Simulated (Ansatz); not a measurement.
# A computed series for InN: response to strain

Consider InN in the wurtzite structure (space group P6_3mc, No. 186).

```xyz
4
Lattice="3.5809 0.0000 0.0000 -1.7904 3.1011 0.0000 0.0000 0.0000 5.7882" Properties=species:S:1:pos:R:3 pbc="T T T"
In     1.7904     1.0337     2.9055
In     0.0000     2.0674     0.0114
N      1.7904     1.0337     0.7133
N      0.0000     2.0674     3.6073
```

Cartesian axes are those of the cell as printed.

Strains are applied to the cell and any free atomic positions relax; under biaxial strain the out-of-plane vector relaxes too; under stress the whole cell relaxes.

Calculations: PBE/PAW in Ansatz (an electronic-structure program), no SOC, earlier PAW set.

Notes on the quantities. pressure: mean of the normal stresses, compression positive; energy relative to the base: free energy F.

```csv
case,pressure,energy relative to the base,volume per atom,space group
base,0.0 GPa,0 meV/atom,16.07 Å³,P6_3mc (No. 186)
"biaxial strain −1.72 %, plane normal [001], relaxed out of plane",2.9 GPa,–,15.71 Å³,P6_3mc (No. 186)
"biaxial strain −1.12 %, plane normal [001], relaxed out of plane",1.8 GPa,–,15.84 Å³,P6_3mc (No. 186)
isotropic strain −4.52 %,23.3 GPa,+133 meV/atom,13.99 Å³,P6_3mc (No. 186)
isotropic strain −2.54 %,11.3 GPa,+39 meV/atom,14.88 Å³,P6_3mc (No. 186)
isotropic strain −1.99 %,8.5 GPa,+23 meV/atom,15.13 Å³,P6_3mc (No. 186)
isotropic strain −1.10 %,4.4 GPa,+6.9 meV/atom,15.54 Å³,P6_3mc (No. 186)
uniaxial strain ε_xx = −3.11 %,4.1 GPa,+10 meV/atom,15.57 Å³,Cmc2_1 (No. 36)
uniaxial strain ε_yy = +2.87 %,-3.3 GPa,+8.0 meV/atom,16.53 Å³,Cmc2_1 (No. 36)
"uniaxial stress, 8 GPa tension along z",–,+18 meV/atom,16.45 Å³,P6_3mc (No. 186)
```

A case with no gap was solved on a k-mesh chosen for an insulator, which is coarse for it. Beyond what the load breaks, stability against distortions was not tested. All final runs are without spin polarisation.
